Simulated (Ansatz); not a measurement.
This log comes from Ansatz, run on CdS in the zincblende structure. The cell was relaxed with r2SCAN and then strained, so it isn't that functional's minimum.

The cell:
```
CELL_PARAMETERS angstrom
0.00000 2.93921 2.85104
2.93921 0.00000 2.85104
2.93921 2.93921 0.00000
ATOMIC_POSITIONS crystal
Cd 0.00000 0.00000 0.00000
S 0.25000 0.25000 0.25000
```

Output, abridged:
```
Functional definition: PBE
Crystal: 2 atoms, lattice volume = 49.260 Å³
Basis set: ecut = 420 eV, 941 PW (Γ)
Bands: 17, of which v1, the nominal top of the filled ones, is band 13 counted from 1 (12 counted from 0)
Symmetry: 8 space group operations
Space group: I-4m2 (ITA 119)
k-points: 13 of 64 (time reversal used)
SCF converged after 6 iterations
Free energy (F): -9157.766117 eV
Fermi energy:    7.091559 eV
--- G₀W₀: contour deformation, 7 samples at zero and on the imaginary axis and 2 off it, 64 q-points, 205 empty bands' worth ---
    ik  band        ε_KS         Σx   Σc(E_QP)       V_xc       Z   E_QP_lin       E_QP  E_QP is
     0    12      7.0038   -21.0941     2.2970   -18.1604  0.7276     6.3405     6.3671  root
     0    13      7.0916   -21.0924     2.2977   -18.1587  0.7274     6.4291     6.4556  root
     0    14      8.1818    -8.4360    -3.9199   -12.4146  0.7640     8.2407     8.2406  root
     0    15     13.5458    -6.4717    -4.5965   -11.3492  0.7496    13.8308    13.8268  root
     1    12      6.5864   -20.4887     2.3876   -17.4303  0.7254     5.8846     5.9157  root
     1    13      6.6771   -20.4731     2.3759   -17.4295  0.7254     5.9787     6.0094  root
     1    14      9.8177    -8.5872    -4.1117   -12.8538  0.7562     9.9736     9.9726  root
     1    15     13.2883    -6.9902    -4.5793   -11.7575  0.7414    13.4779    13.4762  root
     2    12      6.2119   -19.9384     2.4829   -16.7559  0.7227     5.4766     5.5123  root
     2    13      6.3326   -19.9243     2.4612   -16.7684  0.7227     5.6031     5.6379  root
     2    14     10.0375    -8.0504    -4.2092   -12.4552  0.7614    10.2347    10.2330  root
     2    15     13.8995    -6.6564    -4.5596   -11.4671  0.7448    14.1537    14.1505  root
     3    12      5.9909   -19.5206     2.5269   -16.2808  0.7206     5.2398     5.2780  root
     3    13      6.0657   -19.6440     2.5089   -16.4252  0.7217     5.3182     5.3558  root
     3    14     10.6133    -8.6350    -4.1191   -12.8872  0.7501    10.7471    10.7464  root
     3    15     11.8950    -7.0460    -4.3404   -11.6199  0.7590    12.1311    12.1285  root
     6    12      5.1466   -18.2501     2.7650   -14.7235  0.7103     4.3368     4.3851  root
     6    13      5.2009   -18.3723     2.7209   -14.8926  0.7127     4.3946     4.4421  root
     6    14     10.6034    -6.5390    -3.7782   -10.3001  0.7703    10.5864    10.5864  root
     6    15     11.4748    -8.7213    -4.3366   -13.3558  0.7539    11.7771    11.7727  root
     7    12      5.9462   -19.6066     2.5322   -16.3603  0.7210     5.1939     5.2322  root
     7    13      5.9462   -19.6066     2.5322   -16.3603  0.7210     5.1939     5.2322  root
     7    14     10.6775    -8.9091    -4.1307   -13.1919  0.7483    10.8306    10.8296  root
     7    15     11.7311    -6.8424    -4.3060   -11.3602  0.7606    11.9450    11.9428  root
    10    12      4.7463   -17.1112     2.6975   -13.6436  0.7094     3.9244     3.9762  root
    10    13      4.8140   -19.0944     2.9561   -15.3537  0.7095     3.9750     4.0293  root
    10    14     12.4094    -7.3622    -4.0632   -11.5050  0.7525    12.4892    12.4890  root
    10    15     12.4336    -9.7539    -4.9414   -15.1526  0.7295    12.9034    12.8908  root
    12    12      5.0501   -18.3065     2.7694   -14.7734  0.7108     4.2375     4.2863  root
    12    13      5.0501   -18.3065     2.7694   -14.7734  0.7108     4.2375     4.2863  root
    12    14     10.4939    -6.4509    -3.7615   -10.1919  0.7706    10.4734    10.4733  root
    12    15     11.2115    -8.7172    -4.2670   -13.2645  0.7555    11.4956    11.4918  root
```

The points are ik 0 = (0, 0, 0) (Γ), ik 1 = (0, 0, 1/4), ik 2 = (0, 0, -1/2) (L), ik 3 = (0, 1/4, 1/4), ik 6 = (0, -1/2, -1/2) (X), ik 7 = (1/4, 1/4, 0), ik 10 = (1/4, -1/2, -1/4) (W), ik 12 = (-1/2, -1/2, 0) (X); band 13 is the last filled one.

Problem. Which of these blocks stood in the input: relax, gw, phonons, dielectric, magnetization (spin_orbit)?

Solution. gw. The quasiparticle table needs the gw block.

Problem. Which k mesh was typed?

Solution. 4×4×4, Γ-centred.

Problem. How were the bands filled?

Solution. Fixed occupations.

It took 17 s on 1 × NVIDIA H100 80GB HBM3 with 2 threads of AMD EPYC 7R13 Processor (Zen 3), on a shared host, load about 1.4 per core; peak host memory 1.4 GiB.

(Simulation; spin polarisation is off.)
